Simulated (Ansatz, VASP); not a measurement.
# BN: VASP beside Ansatz

```
CELL_PARAMETERS angstrom
1.15103 0.66455 3.23802
-1.15103 0.66455 3.23802
0.00000 -1.32910 3.23802
ATOMIC_POSITIONS crystal
B 0.99967 0.99967 0.99967
N 0.33276 0.33276 0.33276
```

Change from the starting cell: strain -0.080 along x and y, -0.040 along z, atoms carried along.

Alike in both runs: task single point; functional PBE; dispersion D3(BJ); k mesh 12 × 12 × 12; occupations gaussian, width 0.05 eV; no spin polarisation.

```csv
,VASP,Ansatz
version,VASP 6.6.1,Ansatz 0.2.0
potentials or method,"VASP PAW PBE potentials, release 64 (B, N)","scalar-relativistic, plane waves, PAW"
plane-wave cutoff (eV),520,420
valence electrons in the cell,8,8
```

|  | VASP | Ansatz | Ansatz less VASP |
| --- | --- | --- | --- |
| gap on the k mesh at the Fermi level (eV) | 4.62 | 4.64 | +0.014 |
| least direct gap on the mesh (eV) | 5.31 | 5.32 | +0.006 |
| pressure (GPa) | 90.3 | 90.2 | -0.15 |
| largest component of the traceless stress (GPa) | 90.63 | 90.25 | -0.381 |

Caveats: the cell as given lies far from equilibrium; so large a pressure means that the cell lies far from this level's equilibrium, or that cutoff or potentials fall short (VASP). A k mesh can miss the band edges.
